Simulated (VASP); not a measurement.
Write the native input for VASP 6.6.1 that does the following.

```
Task                   : relaxation of cell and atoms
Functional             : PBE
Dispersion             : rVV10
Potentials or basis    : VASP PAW PBE potentials, release 64 (Hg, Se)
Cutoff                 : 600 eV
k mesh                 : 8 × 8 × 8
Occupations            : fermi-dirac, width 0.05 eV
Spin                   : no spin polarisation
Further INCAR settings : ALGO = Normal; EDIFF = 1e-07; IBRION = 2; EDIFFG = -0.005; NSW = 40; ISIF = 3
```

The structure of HgSe lies in POSCAR:

```
HgSe
1.0
    0.0000000000      3.0390000000      3.0390000000
    3.0390000000      0.0000000000      3.0390000000
    3.0390000000      3.0390000000      0.0000000000
Hg Se
1 1
Direct
    0.0000000000      0.0000000000      0.0000000000
    0.7500000000      0.7500000000      0.7500000000
```

The input as run:

INCAR

```
PREC = Accurate
ENCUT = 600
EDIFF = 1E-7
ISMEAR = -1
SIGMA = 0.05
LREAL = F
LASPH = T
NELM = 80
ALGO = Normal
ISIF = 3
LWAVE = F
LCHARG = F
GGA = PE
LUSE_VDW = T
IVDW_NL = 2
BPARAM = 10.0
CPARAM = 0.0093
IBRION = 2
NSW = 40
EDIFFG = -0.005
```

KPOINTS

```
regular mesh
0
Gamma
  8 8 8
```

Potentials or basis: VASP PAW PBE potentials, release 64 (Hg, Se).

The run is started by

```bash
$ cat potpaw_PBE.64/Hg/POTCAR potpaw_PBE.64/Se/POTCAR > POTCAR
$ mpirun -np 1 vasp_std > vasp.out
```

It gave:

```json
{
  "Relaxed volume": "30.15 Å³/atom",
  "Relaxed cell": "a = 4.402 Å, b = 4.402 Å, c = 4.402 Å, α = 60.00°, β = 60.00°, γ = 60.00°",
  "Space group after relaxing (to 0.05 Å)": "F-43m (No. 216)",
  "Energy gained by relaxing": "24.2 meV/atom",
  "Ionic steps": "3",
  "Pressure after relaxing": "0.0 GPa",
  "Band gap on the k mesh": "none (metal or under the smearing width)"
}
```

Wall time 2.4 min on 1 thread of Intel(R) Xeon(R) 6975P-C (Granite Rapids) (shared host), peak memory 0.39 GiB.
